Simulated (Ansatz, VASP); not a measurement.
## Two plane-wave programs on BN

```
CELL_PARAMETERS angstrom
-2.50644 0.00000 0.00000
-1.25322 -2.17064 0.00000
-3.44648 -1.98982 13.23369
ATOMIC_POSITIONS crystal
B 0.53122 0.53122 0.87500
B 0.98957 0.98957 0.37500
B 0.55208 0.55208 0.12500
B 0.09373 0.09373 0.62500
N 0.21875 0.21875 0.12500
N 0.76040 0.76040 0.62500
N 0.86455 0.86455 0.87500
N 0.32290 0.32290 0.37500
```

Alike in both runs: task single point; functional PBE; dispersion D3(BJ); k mesh 10 × 10 × 2; occupations gaussian, width 0.05 eV; no spin polarisation.

```csv
,VASP,Ansatz
version,VASP 6.6.1,Ansatz 0.2.0
potentials or method,"VASP PAW PBE potentials, release 64 (B, N)","scalar-relativistic, plane waves, PAW"
plane-wave cutoff (eV),520,420
valence electrons in the cell,32,32
```

|  | VASP | Ansatz | Ansatz less VASP |
| --- | --- | --- | --- |
| gap on the k mesh at the Fermi level (eV) | 4.05 | 4.05 | +0.007 |
| least direct gap on the mesh (eV) | 4.41 | 4.42 | +0.005 |
| pressure (GPa) | 0.1 | 0.0 | -0.07 |
| largest component of the traceless stress (GPa) | 0.16 | 0.06 | -0.103 |

A k mesh can miss the band edges.
